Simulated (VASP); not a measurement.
# NaCl (I4/mmm) in VASP: further runs, part 2 of 2

VASP 6.6.1. The steps go on from the part before.

### Step 3. Single point, PBEsol (band edges of the strained film's bulk)

File INCAR:

```
  ALGO = Fast
  EDIFF = 1E-7
  ENCUT = 520
  GGA = PS
  ISIF = 2
  ISMEAR = 0
  ISYM = 0
  LASPH = True
  LCHARG = False
  LREAL = False
  LWAVE = False
  NBANDS = 14
  NELM = 100
  PREC = Accurate
  SIGMA = 0.1
```

File KPOINTS:

```
k-points
0
Gamma
  9 9 12
```

File POSCAR:

```
NaCl
1.0
    3.8601906191      0.0000000000     -0.0000006694
    0.0000000000      3.8601906191     -0.0000006694
    1.9300948089      1.9300948089      2.8280673293
Na Cl
1 1
Direct
    0.0000000000      0.0000000000      0.0000000000
    0.5000000000      0.5000000000      0.0000000000
```

Potentials or basis: VASP PAW PBE potentials, release 64 (Na_pv, Cl).

Started as:

```
$ cat potpaw_PBE.64/Na_pv/POTCAR potpaw_PBE.64/Cl/POTCAR > POTCAR
$ mpirun -np 1 vasp_std > vasp.out
```

It took 10 min on 1 thread of Intel Xeon Platinum 8488C (Sapphire Rapids), shared host; peak memory 0.35 GiB.

Results (log left out):

| Quantity | Value |
| --- | --- |
| Free energy | -6.9851 eV |
| Pressure | 1.3 GPa |
| Band gap on the k mesh | 5.16 eV, direct |

Stress tensor (GPa, compression positive):
```
1.97 0.00 0.00
0.00 1.97 0.00
0.00 0.00 0.11
```

Levels at points of the mesh, in eV from the valence-band top:
```csv
k point,band 5,band 6,band 7,band 8,band 9,band 10
"(0.00, 0.00, 0.00)",-0.02,-0.02,0.00,5.16,10.86,11.14
"(0.00, 0.00, 0.50)",-1.91,-0.63,-0.63,7.62,7.91,11.34
```

Caveat: the PAW data sets were made with another functional, which shifts forces and pressure a little; an odd mesh through Γ misses points on the zone boundary, where band edges often lie.

### Step 4. Single point, PBEsol

This run uses another cell than the first one, of 21.07 Å³/atom, 0.979 times its volume.

File INCAR:

```
PREC     = Accurate       # precision mode
ENCUT    = 520            # plane-wave cutoff, eV
EDIFF    = 1E-7           # SCF threshold, eV
ISMEAR   = 0              # smearing method
SIGMA    = 0.1            # smearing width, eV
LREAL    = False          # projectors in reciprocal space
LASPH    = True           # aspherical terms in the spheres
NELM     = 100            # most SCF steps
ALGO     = Fast           # electronic algorithm
ISIF     = 2              # what is computed and relaxed
LWAVE    = False          # write WAVECAR
LCHARG   = False          # write CHGCAR
GGA      = PS             # functional
NBANDS   = 14             # bands
ISYM     = 0
```

File KPOINTS:

```
regular mesh
0
Gamma
  9 9 12
```

POSCAR is that of step 3.

Potentials or basis: VASP PAW PBE potentials, release 64 (Na_pv, Cl).

Started as:

```
$ cat potpaw_PBE.64/Na_pv/POTCAR potpaw_PBE.64/Cl/POTCAR > POTCAR
$ mpirun -np 1 vasp_std > vasp.out
```

OUTCAR:

```text
PREC = Accurate
   ENCUT = 520
   EDIFF = 1E-7
   ISMEAR = 0
   LREAL = False
   LASPH = True
   NELM = 100
   ISIF = 2
   GGA = PS
   ISYM = 0

 ion  position               nearest neighbor table
   1  0.000  0.000  0.000-   2 2.73   2 2.73   2 2.73   2 2.73
   2  0.500  0.500  0.000-   1 2.73   1 2.73   1 2.73   1 2.73

IMPORTANT INFORMATION: All symmetrisations will be switched off!
NOSYMM: (Re-)initialisation of all symmetry stuff for point group C_1.

----------------------------------------------------------------------------------------

[... 584 lines left out ...]
  FORCE on cell =-STRESS in cart. coord.  units (eV):
  Direction    XX          YY          ZZ          XY          YZ          ZX
  --------------------------------------------------------------------------------------
  -------------------------------------------------------------------------------------
  Total        0.5177489      0.5177509      0.0285931     -0.0000054      0.0000363      0.0000339
  in kB       19.6844116     19.6844860      1.0870883     -0.0002056      0.0013803      0.0012875
  external PRESSURE =      13.4853286 kB  Pullay stress =       0.0000000 kB

 VOLUME and BASIS-vectors are now :
 -----------------------------------------------------------------------------
  energy-cutoff  :      520.00
  volume of cell :       42.14
      direct lattice vectors                 reciprocal lattice vectors
     3.860190619  0.000000000 -0.000000669     0.259054534 -0.000000031 -0.176799098
     0.000000000  3.860190619 -0.000000669    -0.000000031  0.259054534 -0.176799098
     1.930094809  1.930094809  2.828067329     0.000000061  0.000000061  0.353598287

 POSITION                                       TOTAL-FORCE (eV/Angst)
 -----------------------------------------------------------------------------------
      0.00000      0.00000      0.00000        -0.000000     -0.000001     -0.000000
      1.93010      1.93010     -0.00000         0.000000      0.000001      0.000000
 -----------------------------------------------------------------------------------
    total drift:                               -0.000000     -0.000001      0.000000

  FREE ENERGIE OF THE ION-ELECTRON SYSTEM (eV)
  ---------------------------------------------------
  free  energy   TOTEN  =        -6.9850771365 eV

  energy  without entropy=       -6.9850771365  energy(sigma->0) =       -6.98507714
```

OSZICAR:

```text
N       E                     dE             d eps       ncg     rms          rms(c)
DAV:   1     0.101225475011E+03    0.10123E+03   -0.70509E+03 13756   0.102E+03
DAV:   2     0.931759721130E+00   -0.10029E+03   -0.92350E+02 15138   0.278E+02
DAV:   3    -0.701405239280E+01   -0.79458E+01   -0.78980E+01 17572   0.720E+01
DAV:   4    -0.713988442124E+01   -0.12583E+00   -0.12578E+00 16110   0.976E+00
DAV:   5    -0.714256186506E+01   -0.26774E-02   -0.26773E-02 17926   0.145E+00    0.195E+00
RMM:   6    -0.699252523761E+01    0.15004E+00   -0.16841E-01 16941   0.211E+00    0.138E+00
RMM:   7    -0.698247701355E+01    0.10048E-01   -0.84853E-02 16660   0.135E+00    0.935E-01
RMM:   8    -0.698574822215E+01   -0.32712E-02   -0.76673E-03 16525   0.973E-01    0.315E-01
RMM:   9    -0.698506464886E+01    0.68357E-03   -0.13920E-03 20617   0.324E-01    0.148E-01
RMM:  10    -0.698508462265E+01   -0.19974E-04   -0.30344E-04 19629   0.163E-01    0.504E-02
RMM:  11    -0.698508355021E+01    0.10724E-05   -0.21737E-04 18958   0.110E-01    0.460E-02
RMM:  12    -0.698507902742E+01    0.45228E-05   -0.25947E-05 22040   0.522E-02    0.227E-02
RMM:  13    -0.698507926450E+01   -0.23709E-06   -0.63542E-06 22311   0.194E-02    0.223E-02
RMM:  14    -0.698507788698E+01    0.13775E-05   -0.85080E-07 16589   0.710E-03    0.147E-02
RMM:  15    -0.698507997112E+01   -0.20841E-05   -0.20440E-05 23676   0.308E-02    0.320E-02
RMM:  16    -0.698507841998E+01    0.15511E-05   -0.12688E-06 15244   0.623E-03    0.215E-02
RMM:  17    -0.698507719987E+01    0.12201E-05   -0.59513E-06 21663   0.156E-02    0.888E-04
RMM:  18    -0.698507713646E+01    0.63416E-07   -0.14482E-07 11788   0.247E-03
   1 F= -.69850771E+01 E0= -.69850771E+01  d E =-.578531E-15
```

It took 9.8 min on 1 thread of Intel Xeon Platinum 8488C (Sapphire Rapids), shared host; peak memory 0.35 GiB.

What came out:

```yaml
Free_energy: -6.9851 eV
Pressure: 1.3 GPa
Band_gap_on_the_k_mesh: 5.16 eV, direct
```

Caveat: the PAW data sets were made with another functional, which shifts forces and pressure a little; an odd mesh through Γ misses points on the zone boundary, where band edges often lie.

### Step 5. Overview

```csv
cell,gap on the mesh (eV),pressure (GPa)
"I4/mmm, 21.51 Å³/atom",5.07,0.9
band edges of the strained film's bulk,5.16,1.3
"I4/mmm, 21.07 Å³/atom",5.16,1.3
```

Alike in all rows: task single point; level PBEsol; potentials or basis VASP PAW PBE potentials, release 64 (Na_pv, Cl); no spin polarisation; k mesh 9 × 9 × 12; cutoff (eV) 520; smearing gaussian 0.1 eV.

Caveats: the PAW data sets were made with another functional, which shifts forces and pressure a little; an odd mesh through Γ misses points on the zone boundary, where band edges often lie.

Total energies depend on the potentials used, so only differences within one code and one set of settings carry meaning.
